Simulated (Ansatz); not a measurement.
## What a trial cell of Co relaxes into

Computed with DFT PBE, scalar-relativistic, plane waves, PAW in Ansatz 0.2.0. Cutoff 420 eV, Γ-centred k mesh, Gaussian smearing, collinear spin, first started from parallel moments.

Co was placed on the beta-tin structure type (I4_1/amd, No. 141), at a guessed volume.

```xyz
2
Lattice="-2.1687 2.1687 1.1831 2.1687 -2.1687 1.1831 2.1687 2.1687 -1.1831" Properties=species:S:1:pos:R:3 pbc="T T T"
Co    0.0000    0.0000    0.0000
Co    0.0000    2.1687    0.5915
```

Cell and atoms relax at zero pressure; the relaxation can't lower the symmetry of the start. After a coarse first stage the cell is made exact in the group found at 0.06 Å.

Energies count from the standard state of Co at the same level.

Question: Which crystal results?

Answer: It keeps I4_1/amd (No. 141). The result has the beta-tin structure. Conventional cell: a = 4.503 Å, c = 2.388 Å. Around Co lie 6 Co at 2.33–2.39 Å.

```xyz
2
Lattice="-2.2515 2.2515 1.1940 2.2515 -2.2515 1.1940 2.2515 2.2515 -1.1940" Properties=species:S:1:pos:R:3 pbc="T T T"
Co    0.0000    0.0000    0.0000
Co    0.0000    2.2515    0.5970
```

Question: What are its volume, energy, gap and moment?

Answer: The volume per atom is 12.11 Å³. The density is 8.08 g/cm³. The energy over the standard structure is 0.54 eV/atom, the gap on the 26×26×26 mesh is 0 eV (a metal) and the net moment per atom is 1.80 μB. The largest site moment is 1.83 μB.

The final run used a 26×26×26 mesh on its 2-atom cell and 0.10 eV smearing. For metals, differences of a few meV/atom aren't resolved. A structure relaxed within its symmetry needn't be a true minimum. The steps took of the order of 9 core-minutes in all.